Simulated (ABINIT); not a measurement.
CsSnI3:

```
CELL_PARAMETERS angstrom
6.20570 0.00000 0.00000
0.00000 6.20570 0.00000
0.00000 0.00000 6.20570
ATOMIC_POSITIONS crystal
Cs 0.00000 0.00000 0.00000
I 0.50000 0.50000 0.00000
I 0.50000 0.00000 0.50000
I 0.00000 0.50000 0.50000
Sn 0.50000 0.50000 0.50000
```

```yaml
Program: ABINIT 10.8.3 (patched build)
Task: single point
Functional: PBEsol
Potentials_or_basis: PseudoDojo NC SR PBEsol v0.4.1 standard
Cutoff: 980 eV
k_mesh: 5 × 5 × 5
Occupations: fermi-dirac, width 0.05 eV
Spin: no spin polarisation
```

On this cell: pressure -0.7 GPa; largest force zero by symmetry; band gap on the k mesh 1.73 eV, direct.

The same run follows on a disturbed copy (atoms moved at random, drawn with an rms of 0.05 Å):

```
Cs I Sn
1.0
     6.20570    0.00000    0.00000
     0.00000    6.20570    0.00000
     0.00000    0.00000    6.20570
Cs I Sn
1 3 1
Direct
  0.99540 0.99366 0.99756
  0.50557 0.49643 0.00787
  0.49834 0.99677 0.49596
  0.01305 0.50280 0.49803
  0.49958 0.50147 0.49721
```

**Question.** What does the disturbed cell give?

**Answer.** The energy moves by +1.6 meV/atom; pressure -0.6 GPa; largest force 0.121 eV/Å; band gap on the k mesh 1.70 eV, direct.

Forces in eV/Å, atoms in the order of the input:
```
Cs   0.001 -0.002  0.004
I    0.022  0.002 -0.099
I    0.035  0.031  0.028
I   -0.118 -0.010  0.024
Sn   0.060 -0.021  0.044
```

Caveats: spin-orbit coupling is left out, which moves the levels of the heavy elements; an odd mesh through Γ misses points on the zone boundary, where band edges often lie; the cell was measured hot, at 500 K.
